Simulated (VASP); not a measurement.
The system is BN.

```xyz
2
Lattice="0.0000 1.8130 1.8130 1.8130 0.0000 1.8130 1.8130 1.8130 0.0000" Properties=species:S:1:pos:R:3 pbc="T T T"
N     0.9065    0.9065    0.9065
B     0.0000    0.0000    0.0000
```

The cell is a database's computed one.

Base run:

```yaml
Program: VASP 6.6.1
Functional: revTPSS
Potentials_or_basis: VASP PAW PBE potentials, release 64 (N, B)
Cutoff: 520 eV
k_mesh: 13 × 13 × 13
Occupations: fermi-dirac, width 0.05 eV
Spin: no spin polarisation
```

Its results: band gap on the k mesh 4.39 eV, indirect (least direct gap 9.18 eV); pressure -2.2 GPa.

Q: The run is repeated on the same cell with these changes: functional from revTPSS to LAK; further incar settings from ALGO = Normal; EDIFF = 1e-06 to ALGO = Normal; EDIFF = 1e-07. What comes out?

A: Band gap on the k mesh 5.56 eV, indirect (least direct gap 9.71 eV); pressure 0.1 GPa.

Caveats: the PAW data sets were made with another functional, which shifts forces and pressure a little.

A k mesh can miss the band edges.

Not every run made on this cell is shown here.
